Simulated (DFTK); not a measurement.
Runs of DFTK 0.8.2 on Co. It takes space group P6_3/mmc (No. 194, hexagonal). The conventional cell has a = 2.472 Å, b = 2.472 Å, c = 4.021 Å, α = 90.00°, β = 90.00°, γ = 120.00°. Co (site symmetry -6m2) is surrounded by 12 Co at 2.47 Å. 

| task | level | potentials or basis | k mesh | cutoff (eV) | valence electrons | mesh quality | gap on the mesh (eV) | pressure (GPa) | moment (μB) | V0 of scaled cells (Å³/atom) | B0 (GPa) |
| --- | --- | --- | --- | --- | --- | --- | --- | --- | --- | --- | --- |
| single point | PBEsol | SG15 1.2 (PBE) | 9 × 9 × 5 | 1225 | Co 17 | not flagged | none | -6.8 | 3.08 | - | - |
| single point | r2SCAN | SG15 1.2 (PBE) | 9 × 9 × 5 | 1225 | Co 17 | not flagged | none | 0.9 | (b) | - | - |
| equation of state | LDA | cp2k.nc.sr.lda.v0_1.largecore.gth (LDA, GTH, large core) | 7 × 7 × 4 | 2667 | Co 9 | coarse | - | - | - | 10.62 | 241 |
| band structure | LDA | cp2k.nc.sr.lda.v0_1.largecore.gth (LDA, GTH, large core) | 7 × 7 × 4 | 2667 | Co 9 | coarse | none | (a) | 4.01 | - | - |
| single point | LDA | SG15 1.2 (PBE) | 9 × 9 × 5 | 1225 | Co 17 | not flagged | none | -19.0 | (c) | - | - |
| equation of state | PBEsol | dojo.nc.sr.pbesol.v0_4_1.standard.upf (PBEsol) | 7 × 7 × 4 | 1306 | Co 17 | coarse | - | - | - | 10.34 | 247 |

Alike in all rows: spin collinear, ferromagnetic start; cell as given; smearing fermi-dirac 0.05 eV.

Question: Estimate the missing entries.

Answer: (a) -0.6; (b) 3.58; (c) 3.05.

Caveats: some runs use coarse meshes; the potentials were made for another functional, which shifts forces and pressure (some runs); GTH potentials come without recommended cutoffs, and this one wasn't checked for convergence (some runs); the cell was scaled at fixed shape and fractional positions, which overstates the stiffness of a crystal with free parameters, most of all of layers and chains (some runs); this set keeps more shells in the core, which shifts pressures and gaps (some runs).

A gap of «none» marks a metal or a gap under the smearing width.
